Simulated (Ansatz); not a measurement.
TaN:

```
Ta N
1.0
     5.19600    0.00000    0.00000
    -2.59800    4.49987    0.00000
     0.00000    0.00000    2.91100
Ta N
3 3
Cartesian
  0.0000 2.9999 1.4555
  2.5980 1.5000 1.4555
  0.0000 0.0000 0.0000
  2.0412 0.0000 0.0000
  1.5774 2.7321 0.0000
  -1.0206 1.7678 0.0000
```

Base run:

* Program: Ansatz 0.2.0
* Functional: r2SCAN
* Potentials or basis: Ansatz PAW
* Cutoff: 500 eV (not typed: the program's choice for these potentials)
* k mesh: 6 × 6 × 9
* Occupations: fermi-dirac, width 0.05 eV
* Spin: no spin polarisation

Its results: band gap on the k mesh none (metal or under the smearing width); pressure 0.3 GPa; largest force 0.031 eV/Å.

The run is repeated on the same cell with these changes: functional from r2SCAN to LDA; cutoff from 500 eV (not typed: the program's choice for these potentials) to 420 eV (not typed: the program's choice for these potentials). What comes out?

Band gap on the k mesh none (metal or under the smearing width); pressure -10.0 GPa; largest force 0.051 eV/Å.

Caveats: the PAW data sets come from PBE, with cores solved anew for the run's functional, which leaves a small shift of forces and pressure; the density of states is complete only up to the lowest level of the last band computed.
